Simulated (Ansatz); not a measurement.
# Si: the cost of one run

Program: Ansatz 0.2.0. Level of theory: DFT PBEsol, scalar-relativistic, plane waves, PAW. These are calculated values, not measurements.

**1. The structure to begin with**

It takes space group I4/mmm (No. 139, tetragonal). Conventional cell: a = 3.254 Å, b = 3.254 Å, c = 2.641 Å, α = 90.00°, β = 90.00°, γ = 90.00°. Si (site symmetry 4/mmm) is surrounded by 10 Si at 2.64 to 2.65 Å.

Structure file:

```cif
data_structure
_symmetry_space_group_name_H-M 'I4/mmm'
_symmetry_Int_Tables_number 139
_cell_length_a 3.2538
_cell_length_b 3.2538
_cell_length_c 2.6407
_cell_angle_alpha 90.000
_cell_angle_beta 90.000
_cell_angle_gamma 90.000
_cell_volume 27.96
loop_
_atom_site_label
_atom_site_type_symbol
_atom_site_symmetry_multiplicity
_atom_site_Wyckoff_symbol
_atom_site_fract_x
_atom_site_fract_y
_atom_site_fract_z
_atom_site_occupancy
Si1 Si 2 a 0.00000 0.00000 0.00000 1
```

The structure comes from the Materials Project (structure only).

**2. A change within the space group**

The change: strain xx, yy, zz, yz, xz, xy = -0.3, -0.3, -9.3, +0.0, +0.0, +0.0 %.

input.yaml

```yaml
crystal:
  lattice:
    - [-1.6215461107, 1.6215461107, 1.197143075]
    - [1.6215461107, -1.6215461107, 1.197143075]
    - [1.6215461107, 1.6215461107, -1.197143075]
  atoms:
    - { symbol: Si, position: [0.0, 0.0, 0.0] }
basis:
  ecutwfc: 420
kpoints:
  mp_grid: { grid: [18, 18, 18] }
hamiltonian:
  xc: pbesol
scf:
  occupations: { method: gaussian, width: 0.1 }
output:
  forces: true
  stress: true
  eigenvalues: true
```

Run with:

```
$ ansatz run input.yaml --threads 1 --pin off --max-ram 1331MiB --backend cpu --events-out ev --progress --plain --runs-dir out
```

What time and memory should one allow on 1 thread of an x86-64 CPU, shared host?

About 5.7 s, with a peak of 0.34 GiB.
